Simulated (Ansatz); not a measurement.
# Si2Ni (Fm-3m) in Ansatz: a series of runs

Runs on Si2Ni. Level: PBE. Tasks: single point.

All numbers are computed with Ansatz 0.2.0; they aren't measurements. Logs are shortened: lines on timing, memory, paths and dates and some standing lists are left out, and cuts for length are marked.

## Step 1: The crystal as given

The structure is cubic, space group Fm-3m (No. 225). Conventional cell: a = 5.406 Å, b = 5.406 Å, c = 5.406 Å, α = 90.00°, β = 90.00°, γ = 90.00°. Ni (site symmetry m-3m) is surrounded by 8 Si at 2.34 Å. Si (site symmetry -43m) has 4 Ni at 2.34 Å as nearest neighbours.

## Step 2: Single point, PBE, collinear spin, ferromagnetic start

The input, input.yaml:

```yaml
crystal:
  lattice:
    - [0.0, 2.703, 2.703]
    - [2.703, 0.0, 2.703]
    - [2.703, 2.703, 0.0]
  atoms:
    - { symbol: Ni, position: [0.0, 0.0, 0.0], spin: 1.0 }
    - { symbol: Si, position: [0.75, 0.75, 0.75] }
    - { symbol: Si, position: [0.25, 0.25, 0.25] }
hamiltonian:
  xc: pbe
  pseudopotentials: { kind: paw }
magnetization:
  spin_polarized: true
kpoints:
  mp_grid: { grid: [9, 9, 9] }
scf:
  occupations: { method: gaussian, width: 0.016 }
output:
  forces: true
  stress: true
  eigenvalues: true
```

Potentials or basis: Ansatz PAW.

The run is started by

```
ansatz run input.yaml --threads 2 --pin off --max-ram 5632MiB --backend cpu --events-out ev --progress --plain --runs-dir out
```

The log of the run:

```text
Warning: RAYON_NUM_THREADS=2 ignored (pool sized by the plan → 2); use --threads N
Engine: ansatz 0.2.0, x86_64-unknown-linux-gnu
Pseudopotentials: kind: paw
Pseudopotential: Ni, paw, valence charge 18, recommended cutoff 420 eV (normal), Ni.paw.azcp
Pseudopotential: Si, paw, valence charge 4, recommended cutoff 420 eV (normal), Si.paw.azcp
Functional definition: PBE
  parameter kappa = 0.804
  parameter beta = 0.06672455060314922
  exchange = pbe_x(kappa = kappa, mu = beta*pi^2/3)
  correlation = pbe_c(beta = beta)
Crystal: 3 atoms, lattice volume = 39.497 Å³
Basis set: ecut = 420 eV, 749 PW (Γ), exchange–correlation on 54×54×54 points (8 copies of the dense FFT grid, shifted against one another)
Bands: 18, of which v1, the nominal top of the filled ones, is band 13 counted from 1 (12 counted from 0)
Symmetry: 48 space group operations
Space group: Fm-3m (ITA 225), of the structure as read, at distance tolerance 3.4e-5 Å
Magnetic group: BNS 225.116 (UNI 1618), of the structure as read, at distance tolerance 3.4e-5 Å
k-points: 35 of 729
Non-local potential: Ni, projectors of the file, l = 0: 3, l = 1: 2, l = 2: 3, l = 3: 1
Non-local potential: Si, projectors of the file, l = 0: 2, l = 1: 2, l = 2: 2
PAW form: soft (Blöchl's): semilocal exchange-correlation on the pseudo side does not see the compensation charge
PAW one-centre angular grid: Ni, 590 points (default); XC on 64 Gauss nodes
PAW one-centre angular grid: Si, 110 points (default); XC on 64 Gauss nodes
Initial density: superposition of atomic densities (chi_scale 0.1, normalization cell)
Starting moments: Σ|m| = 1 μB on 1 of 3 sites
Initial wavefunctions: pseudopotential atomic-orbital guess
Functional: x = pbe(κ = 0.804, μ = 0.2195149727645171), c = pbe(β = 0.06672455060314922)
SCF iter   1: F=—  HF=-7111.515083 eV  |F-HF|=—  |Δ(HF+E_count)|=         —  Δρ=9.74e-2 (↑9.74e-2 ↓4.82e-2)  dr2=1.41e0  dr2_m=1.62e0  M=0.047 μB ∫|m|=0.143 μB  β_m=0.30  ethr=3.10e-3  ⟨swp⟩=6.3  Hψ=6315  notcnv=0
Mixer restart at iter 1: flushing history
preconditioner: auto → Kerker (q_TF=auto, 2.545 Å⁻¹)  [metal: Δε(μ)=0.014 eV  Ē_g=8.759 eV  σ=0.016 eV  W_gap=0.42  n_scr=14 (ndim 8)  ℏωp=25.1 eV  f_vac=0.000  D(μ)=1.92/eV (n_scr^D=14)]
spin=Collinear: Kerker preconditioning applied to the charge; magnetization (m = ρ↑ − ρ↓) channel mixes plain (no charge-response kernel on spin).
SCF iter   2: F=—  HF=-7111.069426 eV  |F-HF|=—  |Δ(HF+E_count)|=   4.46e-1  Δρ=6.61e-2 (↑3.65e-2 ↓6.61e-2)  dr2=1.16e0  dr2_m=8.17e-1  M=0.061 μB ∫|m|=0.115 μB  β_m=0.46  ethr=3.10e-3  ⟨swp⟩=2.4  Hψ=2518  notcnv=0  defer=62
preconditioner: auto → none  [insulator: Δε(μ)=0.028 eV  Ē_g=8.846 eV  σ=0.016 eV  W_gap=0.77  n_scr=14 (ndim 8)  ℏωp=25.1 eV  f_vac=0.000  D(μ)=0.81/eV (n_scr^D=0)  ε∞_Penn≈9.0]
SCF iter   3: F=—  HF=-7112.219960 eV  |F-HF|=—  |Δ(HF+E_count)|=    1.15e0  Δρ=5.20e-2 (↑5.20e-2 ↓1.19e-2)  dr2=6.06e-1  dr2_m=2.82e-1  M=0.056 μB ∫|m|=0.095 μB  β_m=0.51  ethr=3.10e-3  ⟨swp⟩=3.2  Hψ=2435  notcnv=0  defer=65
SCF iter   4: F=—  HF=-7112.357668 eV  |F-HF|=—  |Δ(HF+E_count)|=   1.38e-1  Δρ=1.37e-2 (↑2.75e-3 ↓1.37e-2)  dr2=6.33e-2  dr2_m=1.17e-2  M=0.004 μB ∫|m|=0.019 μB  β_m=0.76  ethr=2.33e-3  ⟨swp⟩=2.0  Hψ=2087  notcnv=0  defer=65
SCF iter   5: F=—  HF=-7112.395073 eV  |F-HF|=—  |Δ(HF+E_count)|=   3.74e-2  Δρ=2.85e-3 (↑2.85e-3 ↓5.24e-4)  dr2=2.82e-3  dr2_m=8.74e-4  M=-0.005 μB ∫|m|=0.005 μB  β_m=0.73  ethr=2.43e-4  ⟨swp⟩=2.2  Hψ=1975  notcnv=0  defer=65
SCF iter   6: F=—  HF=-7112.394693 eV  |F-HF|=—  |Δ(HF+E_count)|=   3.80e-4  Δρ=1.41e-3 (↑1.41e-3 ↓7.44e-4)  dr2=1.21e-3  dr2_m=4.89e-5  M=-0.002 μB ∫|m|=0.002 μB  β_m=0.76  ethr=1.08e-5  ⟨swp⟩=1.9  Hψ=1616  notcnv=0  defer=65
SCF iter   7: F=—  HF=-7112.394556 eV  |F-HF|=—  |Δ(HF+E_count)|=   1.37e-4  Δρ=1.78e-4 (↑1.78e-4 ↓1.04e-4)  dr2=2.31e-5  dr2_m=1.10e-6  M=-0.001 μB ∫|m|=0.001 μB  β_m=0.88  ethr=4.66e-6  ⟨swp⟩=2.0  Hψ=1773  notcnv=0  defer=66
SCF iter   8: F=—  HF=-7112.394574 eV  |F-HF|=—  |Δ(HF+E_count)|=   1.76e-5  Δρ=4.27e-5 (↑4.27e-5 ↓3.37e-5)  dr2=1.79e-6  dr2_m=2.74e-8  M=-0.000 μB ∫|m|=0.000 μB  β_m=0.94  ethr=8.88e-8  ⟨swp⟩=2.2  Hψ=1812  notcnv=0  defer=66
SCF iter   9: F=—  HF=-7112.394574 eV  |F-HF|=—  |Δ(HF+E_count)|=   3.59e-7  Δρ=1.17e-5 (↑1.26e-6 ↓1.17e-5)  dr2=4.45e-8  dr2_m=1.07e-8  M=-0.000 μB ∫|m|=0.000 μB  β_m=0.92  ethr=6.87e-9  ⟨swp⟩=2.2  Hψ=1774  notcnv=0  defer=66
SCF iter  10: F=—  HF=-7112.394574 eV  |F-HF|=—  |Δ(HF+E_count)|=   9.93e-9  Δρ=2.78e-6 (↑2.78e-6 ↓1.07e-6)  dr2=4.56e-9  dr2_m=2.90e-10  M=-0.000 μB ∫|m|=0.000 μB  β_m=0.93  ethr=1.71e-10  ⟨swp⟩=2.2  Hψ=1979  notcnv=0  defer=66
SCF iter  11: F=—  HF=-7112.394574 eV  |F-HF|=—  |Δ(HF+E_count)|=  8.19e-12  Δρ=5.30e-7 (↑5.30e-7 ↓2.16e-7)  dr2=1.70e-10  dr2_m=1.11e-11  M=-0.000 μB ∫|m|=0.000 μB  β_m=0.97  ethr=1.75e-11  ⟨swp⟩=2.2  Hψ=1550  notcnv=0  defer=66
SCF iter  12: F=-7112.394574 eV  HF=-7112.394574 eV  |F-HF|=2.36e-11  |Δ(HF+E_count)|=  8.19e-12  Δρ=1.60e-7 (↑1.60e-7 ↓1.40e-7)  dr2=2.70e-11  dr2_m=8.17e-14  M=-0.000 μB ∫|m|=0.000 μB  ethr=1.00e-12  ⟨swp⟩=5.7  Hψ=4353  notcnv=0
SCF 1 converged in 12 iterations: F = -7112.394574 eV  dr2 = 2.70e-11
WARN: the starting moments were not kept: the SCF closed with an absolute magnetisation of 4.3e-7 μB, where they sum to 1 μB in size (1 site). That is at most 0.1 of that sum. Measured as dr2_m measures the in/out step, that magnetisation stands 3.9e-14 eV from none, at or under the dr2_threshold of 1.0e-7 eV: it is no larger than a step whose dr2_m would equal this threshold. The system may hold no moment; this SCF shows only that its start led to no more than that. To try another start: raise the starting moments (crystal.atoms[].spin, magnetization.per_species, magnetization.initial_magnetization, or on a non-collinear deck that types none of these the spinor_matrix: blocks that start its atoms; where the total moment is fixed, keep their sum and leave initial_magnetization as it is; typed ones take the place of any that the run laid by itself, positive ones on a crystal's lanthanoids without a Hubbard term where scf.initial_density.shell_occupations: [] is typed) or, if the notice of its spin-set hold's release reads "site moments contracting" or "site moments show no strong build", lengthen the hold (scf.mixing.spin_hold: { on: { confirm: 4 } }; for m-r²SCAN on two components see the key's manual first). Each may lead to a state that holds a moment. A second SCF, from the converged charge density, with the starting moments and any scf.initial_density.shell_occupations laid on it anew, would have followed, and was not run: the deck does not ask for one (magnetization.retry_lost_moments is false, the default). To let it run, set magnetization.retry_lost_moments: true and run the deck again, where that key's refused combinations let it; where memory then withholds it, that run's warning says so.
SCF converged after 12 iterations
Magnetization: -0.0000 μB (13.0000 up, 13.0000 down)
Absolute magnetization: 0.0000 μB (∫|ρ↑−ρ↓|, with the PAW one-centre terms)
Spin contamination: 0.0000 ħ² per cell (⟨S²⟩ above its minimum at these occupations)
Per-site moments (μB) at R_I (Å): [(1.881868116041472e-8, 0.9656074999021016), (-2.355024327313072e-8, 0.9656074999021016), (-2.355024335418001e-8, 0.9656074999021018)]
Free energy (F): -7112.394574 eV
Harris-Foulkes:  -7112.394574 eV  (|F-HF|=2.36e-11)
Internal energy: -7112.394387 eV  (E = F + TS)
E sigma→0 (E₀):  -7112.394480 eV
Entropy (-TS):   -0.000187 eV (-0.062 meV/atom)
Fermi energy:    13.354053 eV
--- Per-component energies (eV) ---
  E_band       = -343.998276
  E_kinetic    = 370.716658
  E_local      = -4906.255273  (includes V_loc(G=0)·N_el)
  E_nonlocal   = 679.751012
  E_hartree    = 2122.063766
  E_xc         = -199.480475
  E_vxc        = -208.748448  (∫ρ·V_xc dr)
  E_paw        = -2651.341719  (= ΣΔE_a)
  E_vpaw       = -523.590735  (= ΣTr[D̂ρ^β])
  E_aug_tail   = 0.000498  (compensation charges beyond the density's cutoff)
  E_ewald      = -2527.848854
  E_smearing   = -0.000187  (= −TS)
  E_closure    = -0.000000  (closes the sum)
  Σ components = -7112.394574   (vs F -7112.394574, Δ=0.00e0)
--- Forces (eV/Å), atoms counted from 1 ---
  atom   1  Ni    -0.00000000     0.00000000     0.00000000
  atom   2  Si    -0.00000000     0.00000000    -0.00000000
  atom   3  Si    -0.00000000    -0.00000000     0.00000000
  max |Σ_I F_I| component: 7.40e-17 eV/Å
--- Stress (GPa, compression-positive) ---
        3.986767      -0.000000      -0.000000
        0.000000       3.986767       0.000000
        0.000000      -0.000000       3.986767
  P = ⅓ Tr σ = 3.9868 GPa (39.868 kbar)
--- Band table (eV; the first three rows and the last of 70) ---
  k-point 0 ↑: bands = ["-91.3313", "-51.7282", "-51.7282", "-51.7282", "-0.5899", "8.0765", "8.0765", "8.0765", "9.7844", "9.7844", "12.9796", "15.0087", "15.0087", "15.0087", "15.5376", "15.5376", "15.5376", "17.9976"]
  k-point 1 ↑: bands = ["-91.3313", "-51.7284", "-51.7283", "-51.7283", "-0.4068", "7.7037", "8.1344", "8.1344", "9.7513", "9.7513", "12.5919", "13.8837", "14.2628", "14.2628", "16.2266", "16.2266", "17.1836", "17.5055"]
  k-point 2 ↑: bands = ["-91.3313", "-51.7286", "-51.7283", "-51.7283", "0.1367", "6.6975", "8.2798", "8.2798", "9.7035", "9.7035", "11.1450", "13.3697", "13.3697", "14.2332", "15.9117", "15.9117", "16.9075", "18.3372"]
  k-point 34 ↓: bands = ["-91.3313", "-51.7289", "-51.7288", "-51.7286", "3.7935", "4.5969", "6.4840", "6.7352", "9.3936", "9.5681", "9.8333", "10.1637", "10.8937", "15.0172", "15.8358", "17.6161", "19.2926", "21.2758"]
```

It took 1.8 s on 2 threads of Intel Xeon 6975P-C (Granite Rapids), shared host; peak memory 0.4 GiB.

Results:

- Free energy: -7112.3946 eV
- Pressure: 4.0 GPa
- Band gap on the k mesh: none (metal or under the smearing width)
- Net moment: 0.00 μB per cell
- Absolute moment: 0.00 μB per cell

Caveat: the starting moments weren't kept.

## Step 3: Single point, PBE, collinear spin, ferromagnetic start

Edit input.yaml of step 2 so:

```diff
@@ -17,3 +17,3 @@
 scf:
-  occupations: { method: gaussian, width: 0.016 }
+  occupations: { method: gaussian, width: 0.017 }
 output:
@@ -22 +22,5 @@
   eigenvalues: true
+  write_density: true
+  write_potential: true
+  elf: true
+  volumetric_format: npy
```

Potentials or basis: Ansatz PAW.

The run is started by

```
ansatz run input.yaml --threads 2 --pin off --max-ram 5632MiB --backend cpu --events-out ev --progress --plain --runs-dir out
```

Wall time 2.1 s (2 threads of Intel Xeon 6975P-C (Granite Rapids), shared host); peak memory 0.41 GiB.

The run converged. Its results:

```
Free energy            : -7112.3946 eV
Pressure               : 4.0 GPa
Band gap on the k mesh : none (metal or under the smearing width)
Net moment             : 0.00 μB per cell
Absolute moment        : 0.00 μB per cell
```

Levels at points of the mesh, in eV from the Fermi level:
Spin up:
| k point | band 10 | band 11 | band 12 | band 13 | band 14 | band 15 | band 16 | band 17 |
| --- | --- | --- | --- | --- | --- | --- | --- | --- |
| (0.00, 0.00, 0.00) | -3.57 | -0.37 | 1.66 | 1.66 | 1.66 | 2.18 | 2.18 | 2.18 |
Spin down:
```tsv
k point	band 9	band 10	band 11	band 12	band 13	band 14	band 15	band 16	band 17	band 18
(0.00, 0.00, 0.00)	-3.57	-3.57	-0.37	1.66	1.66	1.66	2.18	2.18	2.18	4.64
```

Caveat: the starting moments weren't kept.

## Step 4: Single point, PBE, collinear spin, ferromagnetic start

Edit input.yaml of step 3 so:

```diff
@@ -17,3 +17,3 @@
 scf:
-  occupations: { method: gaussian, width: 0.017 }
+  occupations: { method: gaussian, width: 0.018 }
 output:
@@ -22,5 +22 @@
   eigenvalues: true
-  write_density: true
-  write_potential: true
-  elf: true
-  volumetric_format: npy
```

Potentials or basis: Ansatz PAW.

The run is started by

```
ansatz run input.yaml --threads 2 --pin off --max-ram 5632MiB --backend cpu --events-out ev --progress --plain --runs-dir out
```

The log of the run:

```text
Warning: RAYON_NUM_THREADS=2 ignored (pool sized by the plan → 2); use --threads N
Engine: ansatz 0.2.0, x86_64-unknown-linux-gnu
Pseudopotentials: kind: paw
Pseudopotential: Ni, paw, valence charge 18, recommended cutoff 420 eV (normal), Ni.paw.azcp
Pseudopotential: Si, paw, valence charge 4, recommended cutoff 420 eV (normal), Si.paw.azcp
Functional definition: PBE
  parameter kappa = 0.804
  parameter beta = 0.06672455060314922
  exchange = pbe_x(kappa = kappa, mu = beta*pi^2/3)
  correlation = pbe_c(beta = beta)
Crystal: 3 atoms, lattice volume = 39.497 Å³
Basis set: ecut = 420 eV, 749 PW (Γ), exchange–correlation on 54×54×54 points (8 copies of the dense FFT grid, shifted against one another)
Bands: 18, of which v1, the nominal top of the filled ones, is band 13 counted from 1 (12 counted from 0)
Symmetry: 48 space group operations
Space group: Fm-3m (ITA 225), of the structure as read, at distance tolerance 3.4e-5 Å
Magnetic group: BNS 225.116 (UNI 1618), of the structure as read, at distance tolerance 3.4e-5 Å
k-points: 35 of 729
Non-local potential: Ni, projectors of the file, l = 0: 3, l = 1: 2, l = 2: 3, l = 3: 1
Non-local potential: Si, projectors of the file, l = 0: 2, l = 1: 2, l = 2: 2
PAW form: soft (Blöchl's): semilocal exchange-correlation on the pseudo side does not see the compensation charge
PAW one-centre angular grid: Ni, 590 points (default); XC on 64 Gauss nodes
PAW one-centre angular grid: Si, 110 points (default); XC on 64 Gauss nodes
Initial density: superposition of atomic densities (chi_scale 0.1, normalization cell)
Starting moments: Σ|m| = 1 μB on 1 of 3 sites
Initial wavefunctions: pseudopotential atomic-orbital guess
[... 16 lines left out ...]
SCF 1 converged in 11 iterations: F = -7112.394597 eV  dr2 = 2.92e-10
WARN: the starting moments were not kept: the SCF closed with an absolute magnetisation of 2.6e-6 μB, where they sum to 1 μB in size (1 site). That is at most 0.1 of that sum. Measured as dr2_m measures the in/out step, that magnetisation stands 2.9e-12 eV from none, at or under the dr2_threshold of 1.0e-7 eV: it is no larger than a step whose dr2_m would equal this threshold. The system may hold no moment; this SCF shows only that its start led to no more than that. To try another start: raise the starting moments (crystal.atoms[].spin, magnetization.per_species, magnetization.initial_magnetization, or on a non-collinear deck that types none of these the spinor_matrix: blocks that start its atoms; where the total moment is fixed, keep their sum and leave initial_magnetization as it is; typed ones take the place of any that the run laid by itself, positive ones on a crystal's lanthanoids without a Hubbard term where scf.initial_density.shell_occupations: [] is typed) or, if the notice of its spin-set hold's release reads "site moments contracting" or "site moments show no strong build", lengthen the hold (scf.mixing.spin_hold: { on: { confirm: 4 } }; for m-r²SCAN on two components see the key's manual first). Each may lead to a state that holds a moment. A second SCF, from the converged charge density, with the starting moments and any scf.initial_density.shell_occupations laid on it anew, would have followed, and was not run: the deck does not ask for one (magnetization.retry_lost_moments is false, the default). To let it run, set magnetization.retry_lost_moments: true and run the deck again, where that key's refused combinations let it; where memory then withholds it, that run's warning says so.
SCF converged after 11 iterations
Magnetization: -0.0000 μB (13.0000 up, 13.0000 down)
Absolute magnetization: 0.0000 μB (∫|ρ↑−ρ↓|, with the PAW one-centre terms)
Spin contamination: 0.0000 ħ² per cell (⟨S²⟩ above its minimum at these occupations)
Per-site moments (μB) at R_I (Å): [(5.358744711060549e-7, 0.9656074999021016), (-1.3530239102618488e-7, 0.9656074999021016), (-1.3530239100858687e-7, 0.9656074999021018)]
Free energy (F): -7112.394597 eV
Harris-Foulkes:  -7112.394597 eV  (|F-HF|=2.66e-10)
Internal energy: -7112.394385 eV  (E = F + TS)
E sigma→0 (E₀):  -7112.394491 eV
Entropy (-TS):   -0.000212 eV (-0.071 meV/atom)
Fermi energy:    13.352602 eV
--- Per-component energies (eV) ---
  E_band       = -343.998727
  E_kinetic    = 370.716658
  E_local      = -4906.253177  (includes V_loc(G=0)·N_el)
  E_nonlocal   = 679.750344
  E_hartree    = 2122.061983
  E_xc         = -199.480561
  E_vxc        = -208.748560  (∫ρ·V_xc dr)
  E_paw        = -2651.341277  (= ΣΔE_a)
  E_vpaw       = -523.590015  (= ΣTr[D̂ρ^β])
  E_aug_tail   = 0.000498  (compensation charges beyond the density's cutoff)
  E_ewald      = -2527.848854
  E_smearing   = -0.000212  (= −TS)
  E_closure    = 0.000000  (closes the sum)
  Σ components = -7112.394597   (vs F -7112.394597, Δ=0.00e0)
--- Forces (eV/Å), atoms counted from 1 ---
  atom   1  Ni    -0.00000000     0.00000000     0.00000000
  atom   2  Si     0.00000000    -0.00000000     0.00000000
  atom   3  Si     0.00000000     0.00000000     0.00000000
  max |Σ_I F_I| component: 6.48e-17 eV/Å
--- Stress (GPa, compression-positive) ---
        3.986809      -0.000000       0.000000
       -0.000000       3.986809       0.000000
       -0.000000      -0.000000       3.986809
  P = ⅓ Tr σ = 3.9868 GPa (39.868 kbar)
--- Band table (eV; the first three rows and the last of 70) ---
  k-point 0 ↑: bands = ["-91.3313", "-51.7283", "-51.7283", "-51.7283", "-0.5898", "8.0765", "8.0765", "8.0765", "9.7844", "9.7844", "12.9796", "15.0087", "15.0087", "15.0087", "15.5376", "15.5376", "15.5376", "17.9976"]
  k-point 1 ↑: bands = ["-91.3313", "-51.7284", "-51.7283", "-51.7283", "-0.4068", "7.7037", "8.1343", "8.1343", "9.7512", "9.7512", "12.5919", "13.8837", "14.2628", "14.2628", "16.2266", "16.2266", "17.1836", "17.5055"]
  k-point 2 ↑: bands = ["-91.3313", "-51.7287", "-51.7283", "-51.7283", "0.1367", "6.6975", "8.2798", "8.2798", "9.7035", "9.7035", "11.1449", "13.3697", "13.3697", "14.2332", "15.9117", "15.9117", "16.9075", "18.3372"]
  k-point 34 ↓: bands = ["-91.3313", "-51.7290", "-51.7288", "-51.7286", "3.7935", "4.5969", "6.4840", "6.7352", "9.3936", "9.5680", "9.8333", "10.1637", "10.8937", "15.0172", "15.8358", "17.6161", "19.2926", "21.2758"]
```

Wall time 1.9 s (2 threads of Intel Xeon 6975P-C (Granite Rapids), shared host); peak memory 0.4 GiB.

Results:

```yaml
Free_energy: -7112.3946 eV
Pressure: 4.0 GPa
Band_gap_on_the_k_mesh: none (metal or under the smearing width)
Net_moment: 0.00 μB per cell
Absolute_moment: 0.00 μB per cell
```

Levels at points of the mesh, in eV from the Fermi level:
Spin up:
```
           k point  band 11  band 12  band 13  band 14  band 15  band 16
(0.00, 0.00, 0.00)    -0.37     1.66     1.66     1.66     2.18     2.18
```
Spin down:
| k point | band 9 | band 10 | band 11 | band 12 | band 13 | band 14 | band 15 | band 16 | band 17 | band 18 |
| --- | --- | --- | --- | --- | --- | --- | --- | --- | --- | --- |
| (0.00, 0.00, 0.00) | -3.57 | -3.57 | -0.37 | 1.66 | 1.66 | 1.66 | 2.18 | 2.18 | 2.18 | 4.65 |

Caveat: the starting moments weren't kept.

[end of part 1 of 2]
